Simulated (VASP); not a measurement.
Wanted: the native input for a VASP 6.6.1 run.

```yaml
Task: single point
Functional: PBE
Potentials_or_basis: VASP PAW PBE potentials, release 64 (I, Na_pv)
Cutoff: 520 eV
k_mesh: 7 × 7 × 7
Occupations: fermi-dirac, width 0.05 eV
Spin: no spin polarisation
Further_INCAR_settings: ALGO = Normal; EDIFF = 1e-07; NBANDS = 14
```

The structure of NaI lies in POSCAR:

```
NaI
1.0
    0.0000000000      3.2364000000      3.2364000000
    3.2364000000      0.0000000000      3.2364000000
    3.2364000000      3.2364000000      0.0000000000
I Na
1 1
Direct
    0.5000000000      0.5000000000      0.5000000000
    0.0000000000      0.0000000000      0.0000000000
```

The input as run:

INCAR

```
SYSTEM = NaI
  ALGO = Normal
  EDIFF = 1E-7
  ENCUT = 520
  GGA = PE
  ISIF = 2
  ISMEAR = -1
  LASPH = .TRUE.
  LCHARG = .TRUE.
  LELF = .TRUE.
  LREAL = .FALSE.
  LVHAR = .TRUE.
  LWAVE = .FALSE.
  NBANDS = 14
  NELM = 100
  PREC = Accurate
  SIGMA = 0.05
```

KPOINTS

```
k-points
0
G
  7 7 7
  0 0 0
```

Potentials or basis: VASP PAW PBE potentials, release 64 (I, Na_pv).

Command:

```console
$ cat potpaw_PBE.64/I/POTCAR potpaw_PBE.64/Na_pv/POTCAR > POTCAR
$ mpirun -np 1 vasp_std > vasp.out
```

It gave:

```json
{"Pressure": "0.4 GPa", "Band gap on the k mesh": "3.64 eV, direct"}
```

Caveat: spin-orbit coupling is left out, which moves the levels of the heavy elements.

Run time: 15 s on 1 thread of Intel(R) Xeon(R) 6975P-C (Granite Rapids), with other jobs on the host, peak memory 0.2 GiB.
